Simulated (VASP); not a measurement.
Runs of VASP 6.6.1 on C. It takes space group P6_3/mmc (No. 194, hexagonal). Conventional cell: a = 2.467 Å, b = 2.467 Å, c = 7.803 Å, α = 90.00°, β = 90.00°, γ = 120.00°. Around C (site symmetry -6m2) lie 3 C at 1.42 Å. C (site symmetry -6m2) is surrounded by 3 C at 1.42 Å. 

```csv
level,potentials or basis,gap on the mesh (eV),pressure (GPa),relaxed volume (Å³/atom)
r2SCAN+rVV10,"VASP PAW PBE potentials, release 64 (C)",none,0.0,8.63
r2SCAN,"VASP PAW PBE potentials, release 64 (C)",none,0.0,9.02
rev-vdW-DF2,"VASP PAW PBE potentials, release 64 (C)",none,0.1,8.61
LDA,"VASP PAW LDA potentials, release 64 (C)",none,0.0,(a)
PBEsol,"VASP PAW PBE potentials, release 64 (C)",none,0.0,9.17
PBE+D3(BJ),"VASP PAW PBE potentials, release 64 (C)",none,0.1,8.80
PBE,"VASP PAW PBE potentials, release 64 (C)",none,0.1,(b)
```

Alike in all rows: task relaxation of cell and atoms; no spin polarisation; cell relaxed; k mesh 12 × 12 × 4; cutoff (eV) 600; smearing gaussian 0.03 eV.

Estimate the missing entries.

(a) 8.54; (b) 10.28.

Caveats: the PAW data sets were made with another functional, which shifts forces and pressure a little (some runs); the volume moved by over 15 % at a fixed basis, so the end points are rough (some runs); this functional lacks dispersion, which binds the layers, so the pressure and a relaxed spacing across them are unreliable (some runs).

A k mesh can miss the band edges.

A gap of «none» marks a metal or a gap under the smearing width.

Not every run made on this cell is shown here.
